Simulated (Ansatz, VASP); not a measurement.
**Au: VASP beside Ansatz**

```
Au
1.0
     2.80732   -0.04335   -0.00085
    -0.04335    2.66350   -0.02410
    -0.00085   -0.02410    2.77744
Au
1
Direct
  0.48942 0.48341 0.48985
```

Change from the starting cell: cell strained at random at fixed volume.

Alike in both runs: task single point; functional PBE; k mesh 10 × 10 × 10; occupations fermi-dirac, width 0.05 eV; no spin polarisation.

```csv
,VASP,Ansatz
version,VASP 6.6.1,Ansatz 0.2.0
potentials or method,"VASP PAW PBE potentials, release 64 (Au)",Ansatz PAW
plane-wave cutoff (eV),520,420
valence electrons in the cell,11,19
```

```csv
,VASP,Ansatz,Ansatz less VASP
gap on the k mesh at the Fermi level (eV),none,none,-
pressure (GPa),0.7,0.9,+0.18
largest component of the traceless stress (GPa),7.63,7.66,+0.028
```

A gap of «none» marks a metal or a gap that the smearing closes. The two sets of potentials don't hold the same shells in valence.

Spin-orbit coupling is left out, which matters for the levels of Au.
